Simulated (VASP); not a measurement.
# CuI (F-43m) in VASP: a series of runs

The runs below take CuI through single point, with PBE.

Program: VASP 6.6.1. These are calculated values, not measurements. Logs are shortened: lines on timing, memory, paths and dates and some standing lists are left out, and cuts for length are marked.

### 1 Starting point

The structure is cubic, space group F-43m (No. 216). Conventional cell: a = 6.024 Å, b = 6.024 Å, c = 6.024 Å, α = 90.00°, β = 90.00°, γ = 90.00°. Around Cu (site symmetry -43m) lie 4 I at 2.61 Å. Around I (site symmetry -43m) lie 4 Cu at 2.61 Å.

The cell was built by a generator and needn't be a form met in nature.

### 2 Single point, PBE

Contents of INCAR:

```
SYSTEM = CuI
PREC = Accurate
ENCUT = 520
EDIFF = 1E-7
ISMEAR = 0
SIGMA = 0.01
LREAL = .False.
LASPH = .True.
NELM = 60
ALGO = Normal
ISIF = 2
LWAVE = .False.
LCHARG = .False.
GGA = PE
NBANDS = 16
```

Contents of KPOINTS:

```
regular mesh
0
Gamma
  6 6 6
  0 0 0
```

Contents of POSCAR:

```
CuI
1.0
    0.0000000000      3.0120291186      3.0120291186
    3.0120291186      0.0000000000      3.0120291186
    3.0120291186      3.0120291186      0.0000000000
Cu I
1 1
Direct
    0.0000000000      0.0000000000      0.0000000000
    0.2500000000      0.2500000000      0.2500000000
```

Potentials or basis: VASP PAW PBE potentials, release 64 (Cu, I).

The run is started by

```
$ cat potpaw_PBE.64/Cu/POTCAR potpaw_PBE.64/I/POTCAR > POTCAR
$ mpirun -np 1 vasp_std > vasp.out
```

OUTCAR:

```text
SYSTEM = CuI
   PREC = Accurate
   ENCUT = 520
   EDIFF = 1E-7
   ISMEAR = 0
   LREAL = .False.
   LASPH = .True.
   NELM = 60
   ISIF = 2
   GGA = PE

 ion  position               nearest neighbor table
   1  0.000  0.000  0.000-   2 2.61   2 2.61   2 2.61   2 2.61
   2  0.250  0.250  0.250-   1 2.61   1 2.61   1 2.61   1 2.61

  LATTYP: Found a face centered cubic cell.
 ALAT       =     6.0240582372

  Lattice vectors:

 A1 = (   0.0000000000,   3.0120291186,   3.0120291186)
 A2 = (   3.0120291186,   0.0000000000,   3.0120291186)
 A3 = (   3.0120291186,   3.0120291186,   0.0000000000)

Analysis of symmetry for initial positions (statically):
=====================================================================
 Subroutine PRICEL returns:
 Original cell was already a primitive cell.

 Routine SETGRP: Setting up the symmetry group for a
 face centered cubic supercell.

 Subroutine GETGRP returns: Found 24 space group operations
 (whereof 24 operations were pure point group operations)
 out of a pool of 48 trial point group operations.

The static configuration has the point symmetry T_d .

Analysis of symmetry for dynamics (positions and initial velocities):
=====================================================================
 Subroutine PRICEL returns:
 Original cell was already a primitive cell.

 Routine SETGRP: Setting up the symmetry group for a
 face centered cubic supercell.

 Subroutine GETGRP returns: Found 24 space group operations
 (whereof 24 operations were pure point group operations)
 out of a pool of 48 trial point group operations.

The dynamic configuration has the point symmetry T_d .

 Subroutine INISYM returns: Found 24 space group operations
 (whereof 24 operations are pure point group operations),
 and found     1 'primitive' translations

----------------------------------------------------------------------------------------

                                     Primitive cell

  volume of cell :      54.6522

  direct lattice vectors                    reciprocal lattice vectors
     0.000000000  3.012029119  3.012029119    -0.166001051  0.166001051  0.166001051
     3.012029119  0.000000000  3.012029119     0.166001051 -0.166001051  0.166001051
     3.012029119  3.012029119  0.000000000     0.166001051  0.166001051 -0.166001051

  length of vectors
     4.259652430  4.259652430  4.259652430     0.287522255  0.287522255  0.287522255

  position of ions in fractional coordinates (direct lattice)
     0.000000000  0.000000000  0.000000000
     0.250000000  0.250000000  0.250000000

  ion indices of the primitive-cell ions
   primitive index   ion index
                 1           1
                 2           2

----------------------------------------------------------------------------------------

 KPOINTS: regular mesh

Automatic generation of k-mesh.
 Grid dimensions read from file:
 generate k-points for:    6    6    6

 Generating k-lattice:

  Cartesian coordinates                     Fractional coordinates (reciprocal lattice)
    -0.027666842  0.027666842  0.027666842     0.166666667  0.000000000  0.000000000
     0.027666842 -0.027666842  0.027666842     0.000000000  0.166666667  0.000000000
     0.027666842  0.027666842 -0.027666842     0.000000000  0.000000000  0.166666667

  Length of vectors
     0.047920376  0.047920376  0.047920376

  Shift w.r.t. Gamma in fractional coordinates (k-lattice)
     0.000000000  0.000000000  0.000000000

 Subroutine IBZKPT returns following result:
 ===========================================

 Found     16 irreducible k-points:

 Following reciprocal coordinates:
            Coordinates               Weight
  0.000000  0.000000  0.000000      1.000000
  0.166667  0.000000  0.000000      8.000000
  0.333333  0.000000  0.000000      8.000000
  0.500000  0.000000  0.000000      4.000000
  0.166667  0.166667  0.000000      6.000000
  0.333333  0.166667  0.000000     24.000000
[... 8 lines left out ...]
 -0.333333  0.333333  0.166667     24.000000
 -0.333333  0.500000  0.166667     12.000000
   k-points           NKPTS =     16   k-points in BZ     NKDIM =     16   number of bands    NBANDS=     16
   number of dos      NEDOS =    301   number of ions     NIONS =      2
   total plane-waves  NPLWV =  32768
   dimension x,y,z NGX =    32 NGY =   32 NGZ =   32
   dimension x,y,z NGXF=    64 NGYF=   64 NGZF=   64
   ions per type =               1   1
   NGX,Y,Z   is equivalent  to a cutoff of  12.49, 12.49, 12.49 a.u.
   NGXF,Y,Z  is equivalent  to a cutoff of  24.98, 24.98, 24.98 a.u.
 SYSTEM =  CuI
   PREC   = accura    normal or accurate (medium, high low for compatibility)
   ISTART =      0    job   : 0-new  1-cont  2-samecut
   ICHARG =      2    charge: 1-file 2-atom 10-const
   ISPIN  =      1    spin polarized calculation?
   LNONCOLLINEAR =      F non collinear calculations
   LSORBIT =      F    spin-orbit coupling
   LASPH  =      T    aspherical Exc in radial PAW
   ENCUT  =  520.0 eV  38.22 Ry    6.18 a.u.   7.92  7.92  7.92*2*pi/ulx,y,z
   NELM   =     60;   NELMIN=  2; NELMDL= -5     # of ELM steps
   EDIFF  = 0.1E-06   stopping-criterion for ELM
   LREAL  =      F    real-space projection
   EDIFFG = 0.1E-05   stopping-criterion for IOM
   NSW    =      0    number of steps for IOM
   IBRION =     -1    ionic relax: 0-MD 1-quasi-New 2-CG
   NFREE  =      0    steps in history (QN), initial steepest desc. (CG)
   ISIF   =      2    stress and relaxation
   ISYM   =      2    0-nonsym 1-usesym 2-fastsym
   POTIM  = 0.5000    time-step for ionic-motion
   TEBEG  =    0.0;   TEEND  =   0.0 temperature during run
   PSTRESS=    0.0 pullay stress
   NELECT =      18.0000    total number of electrons
   NUPDOWN=      -1.0000    fix difference up-down
   EMIN   =  10.00;   EMAX   =-10.00  energy-range for DOS
   EFERMI =   0.00;   METHOD = LEGACY
   ISMEAR =     0;   SIGMA  =   0.01  broadening in eV -4-tet -1-fermi 0-gaus
   EFERMI_NEDOS =   21; number of points for ismear=-14 and -15
   IALGO  =     38    algorithm
   IMIX   =      4    mixing-type and parameters
     AMIX     =   0.40;   BMIX     =  1.00
     AMIX_MAG =   1.60;   BMIX_MAG =  1.00
  volume/ion in A,a.u.               =      27.33       184.41
  Fermi-wavevector in a.u.,A,eV,Ry     =   1.130568  2.136463 17.390734  1.278183
  Thomas-Fermi vector in A             =   2.267264
   LORBIT       =      0    0 simple, 1 ext, 2 COOP (PROOUT), +10 PAW based schemes
   GGA     = PE    functional components
   LHFCALC =     F    Hartree Fock is set to
   AEXX    =    0.0000 exact exchange contribution
   IVDW    =     0    specifies the selected vdW correction
   LEPSILON=     F    determine dielectric tensor
   LRPA    =     F    only Hartree local field effects (RPA)
 non-spin polarized calculation
 Gauss-broadening in eV      SIGMA  =   0.01
  energy-cutoff  :      520.00
  volume of cell :       54.65
 maximum number of plane-waves:      1488
   NGX = 15   NGY = 15   NGZ = 15

 number of electron      18.0000016 magnetization

 Free energy of the ion-electron system (eV)
  ---------------------------------------------------
  ext. energy  EPLUGINS =         0.00000000
  ---------------------------------------------------
  free energy    TOTEN  =        -5.55439868 eV

  energy without entropy =       -5.55439868  energy(sigma->0) =       -5.55439868

 E-fermi :   4.6918     XC(G=0):  -9.0261

 val. band max:        4.6424720244   @ k =   0.0000   0.0000   0.0000
 cond. band min:       5.8373956631   @ k =   0.0000   0.0000   0.0000
 fundamental gap:      1.1949236387
 Fermi energy:         4.6918164786

 k-point     1 :       0.0000    0.0000    0.0000
  band No.  band energies     occupation
      1      -9.4695      2.00000
      2       0.9161      2.00000
      3       0.9161      2.00000
      4       0.9161      2.00000
      5       2.7107      2.00000
      6       2.7107      2.00000
[... 8 lines left out ...]
     15      14.2541      0.00000
     16      14.2541      0.00000

 k-point     2 :       0.1667    0.0000    0.0000
  band No.  band energies     occupation
      1      -9.3385      2.00000
      2       0.4106      2.00000
      3       0.9267      2.00000
      4       0.9267      2.00000
      5       2.7014      2.00000
      6       2.7014      2.00000
[... 8 lines left out ...]
     15      13.3960      0.00000
     16      13.8064      0.00000

 k-point     3 :       0.3333    0.0000    0.0000
  band No.  band energies     occupation
      1      -9.0500      2.00000
      2      -0.5780      2.00000
      3       0.9407      2.00000
      4       0.9407      2.00000
      5       2.7124      2.00000
      6       2.7124      2.00000
[... 8 lines left out ...]
     15      13.8903      0.00000
     16      13.8903      0.00000

 k-point     4 :       0.5000    0.0000    0.0000
  band No.  band energies     occupation
      1      -8.8893      2.00000
      2      -1.0582      2.00000
      3       0.9435      2.00000
      4       0.9435      2.00000
      5       2.7394      2.00000
      6       2.7394      2.00000
[... 8 lines left out ...]
     15      15.5682      0.00000
     16      15.5682      0.00000

 k-point     5 :       0.1667    0.1667    0.0000
  band No.  band energies     occupation
      1      -9.2947      2.00000
      2       0.3601      2.00000
      3       0.8897      2.00000
      4       0.8897      2.00000
      5       2.6559      2.00000
      6       2.7330      2.00000
[... 8 lines left out ...]
     15      14.5291      0.00000
     16      14.7370      0.00000

 k-point     6 :       0.3333    0.1667    0.0000
  band No.  band energies     occupation
      1      -9.0562      2.00000
      2      -0.3252      2.00000
      3       0.8094      2.00000
      4       0.8844      2.00000
      5       2.6393      2.00000
      6       2.7498      2.00000
[... 8 lines left out ...]
     15      14.8031      0.00000
     16      15.1858      0.00000

 k-point     7 :       0.5000    0.1667    0.0000
  band No.  band energies     occupation
      1      -8.8435      2.00000
      2      -0.8587      2.00000
      3       0.6109      2.00000
      4       0.9136      2.00000
      5       2.6736      2.00000
      6       2.7453      2.00000
[... 8 lines left out ...]
     15      15.3950      0.00000
     16      15.6145      0.00000

 k-point     8 :      -0.3333    0.1667    0.0000
  band No.  band energies     occupation
      1      -8.8976      2.00000
      2      -0.7021      2.00000
      3       0.5448      2.00000
      4       0.9561      2.00000
      5       2.6862      2.00000
      6       2.7151      2.00000
[... 8 lines left out ...]
     15      14.5337      0.00000
     16      15.7923      0.00000

 k-point     9 :      -0.1667    0.1667    0.0000
  band No.  band energies     occupation
      1      -9.1528      2.00000
      2      -0.0767      2.00000
      3       0.7419      2.00000
      4       0.9638      2.00000
      5       2.6653      2.00000
      6       2.7300      2.00000
[... 8 lines left out ...]
     15      14.1423      0.00000
     16      15.2914      0.00000

 k-point    10 :       0.3333    0.3333    0.0000
  band No.  band energies     occupation
      1      -8.9084      2.00000
      2      -0.6022      2.00000
      3       0.8402      2.00000
      4       0.8402      2.00000
      5       2.5844      2.00000
      6       2.7778      2.00000
[... 8 lines left out ...]
     15      15.2989      0.00000
     16      17.9147      0.00000

 k-point    11 :       0.5000    0.3333    0.0000
  band No.  band energies     occupation
      1      -8.7451      2.00000
      2      -0.8238      2.00000
      3       0.5076      2.00000
      4       0.8505      2.00000
      5       2.6219      2.00000
      6       2.7694      2.00000
[... 8 lines left out ...]
     15      15.8573      0.00000
     16      16.9671      0.00000

 k-point    12 :      -0.3333    0.3333    0.0000
  band No.  band energies     occupation
      1      -8.7406      2.00000
      2      -0.5840      2.00000
      3      -0.0123      2.00000
      4       0.9100      2.00000
      5       2.5883      2.00000
      6       2.7092      2.00000
[... 8 lines left out ...]
     15      13.9832      0.00000
     16      17.9971      0.00000

 k-point    13 :       0.5000    0.5000    0.0000
  band No.  band energies     occupation
      1      -8.6920      2.00000
      2      -1.0404      2.00000
      3       0.8173      2.00000
      4       0.8173      2.00000
      5       2.6824      2.00000
      6       2.7718      2.00000
[... 8 lines left out ...]
     15      15.9620      0.00000
     16      16.7372      0.00000

 k-point    14 :       0.5000    0.3333    0.1667
  band No.  band energies     occupation
      1      -8.8506      2.00000
      2      -0.5954      2.00000
      3       0.4322      2.00000
      4       0.8774      2.00000
      5       2.6472      2.00000
      6       2.7283      2.00000
[... 8 lines left out ...]
     15      15.6606      0.00000
     16      16.7649      0.00000

 k-point    15 :      -0.3333    0.3333    0.1667
  band No.  band energies     occupation
      1      -8.7406      2.00000
      2      -0.6470      2.00000
      3       0.1304      2.00000
      4       0.8381      2.00000
      5       2.6155      2.00000
      6       2.7120      2.00000
[... 8 lines left out ...]
     15      15.8414      0.00000
     16      16.5004      0.00000

 k-point    16 :      -0.3333    0.5000    0.1667
  band No.  band energies     occupation
      1      -8.6890      2.00000
      2      -0.7469      2.00000
      3       0.2752      2.00000
      4       0.7467      2.00000
      5       2.6640      2.00000
      6       2.6642      2.00000
[... 8 lines left out ...]
     15      16.2355      0.00000
     16      16.7745      0.00000

------------------------ aborting loop because EDIFF is reached ----------------------------------------

  FORCE on cell =-STRESS in cart. coord.  units (eV):
  Direction    XX          YY          ZZ          XY          YZ          ZX
  --------------------------------------------------------------------------------------
  -------------------------------------------------------------------------------------
  Total        0.4042863      0.4042863      0.4042863      0.0000000      0.0000000     -0.0000000
  in kB       11.8520133     11.8520133     11.8520133      0.0000000      0.0000000     -0.0000000
  external PRESSURE =      11.8520133 kB  Pullay stress =       0.0000000 kB

 VOLUME and BASIS-vectors are now :
 -----------------------------------------------------------------------------
  energy-cutoff  :      520.00
  volume of cell :       54.65
      direct lattice vectors                 reciprocal lattice vectors
     0.000000000  3.012029119  3.012029119    -0.166001051  0.166001051  0.166001051
     3.012029119  0.000000000  3.012029119     0.166001051 -0.166001051  0.166001051
     3.012029119  3.012029119  0.000000000     0.166001051  0.166001051 -0.166001051

 POSITION                                       TOTAL-FORCE (eV/Angst)
 -----------------------------------------------------------------------------------
      0.00000      0.00000      0.00000         0.000000      0.000000      0.000000
      1.50601      1.50601      1.50601        -0.000000     -0.000000     -0.000000
 -----------------------------------------------------------------------------------
    total drift:                               -0.000001     -0.000001     -0.000001

  FREE ENERGIE OF THE ION-ELECTRON SYSTEM (eV)
  ---------------------------------------------------
  free  energy   TOTEN  =        -5.5543986829 eV

  energy  without entropy=       -5.5543986829  energy(sigma->0) =       -5.55439868
```

It took 8 s on 1 thread of Intel Xeon Platinum 8559C (Emerald Rapids), shared host; peak memory 0.17 GiB.

Results:

* Free energy: -5.5544 eV
* Pressure: 1.2 GPa
* Band gap on the k mesh: 1.19 eV, direct

Levels at points of the mesh, in eV from the valence-band top:
| k point | band 6 | band 7 | band 8 | band 9 | band 10 | band 11 | band 12 | band 13 |
| --- | --- | --- | --- | --- | --- | --- | --- | --- |
| (0.00, 0.00, 0.00) | -1.93 | 0.00 | 0.00 | 0.00 | 1.19 | 4.85 | 4.85 | 4.85 |
| (0.50, 0.00, 0.00) | -1.90 | -1.86 | -0.74 | -0.74 | 2.17 | 5.39 | 5.39 | 7.44 |
| (0.50, 0.50, 0.00) | -1.87 | -1.84 | -1.56 | -1.56 | 2.68 | 2.90 | 9.32 | 9.86 |

Caveat: spin-orbit coupling is left out, which moves the levels of the heavy elements.

### 3 Single point, PBE

Contents of INCAR:

```
SYSTEM = CuI
ALGO = Normal
EDIFF = 1E-6
ENCUT = 520
GGA = PE
ISIF = 2
ISMEAR = 0
LASPH = .TRUE.
LCHARG = .FALSE.
LREAL = .FALSE.
LWAVE = .FALSE.
NBANDS = 16
NELM = 60
PREC = Accurate
SIGMA = 0.01
```

Contents of KPOINTS:

```
k-points
0
G
  6 6 6
  0 0 0
```

POSCAR is that of step 2.

Potentials or basis: VASP PAW PBE potentials, release 64 (Cu, I).

The run is started by

```
$ cat potpaw_PBE.64/Cu/POTCAR potpaw_PBE.64/I/POTCAR > POTCAR
$ mpirun -np 1 vasp_std > vasp.out
```

It took 8 s on 1 thread of Intel Xeon Platinum 8559C (Emerald Rapids), shared host; peak memory 0.16 GiB.

The run converged. Its results:

| Property | Result |
| --- | --- |
| Free energy | -5.5544 eV |
| Pressure | 1.1 GPa |
| Band gap on the k mesh | 1.19 eV, direct |

Levels at points of the mesh, in eV from the valence-band top:
| k point | band 7 | band 8 | band 9 | band 10 | band 11 | band 12 |
| --- | --- | --- | --- | --- | --- | --- |
| (0.00, 0.00, 0.00) | 0.00 | 0.00 | 0.00 | 1.19 | 4.85 | 4.85 |
| (0.50, 0.00, 0.00) | -1.86 | -0.74 | -0.74 | 2.17 | 5.39 | 5.39 |
| (0.50, 0.50, 0.00) | -1.84 | -1.56 | -1.56 | 2.68 | 2.90 | 9.32 |

Caveat: spin-orbit coupling is left out, which moves the levels of the heavy elements.
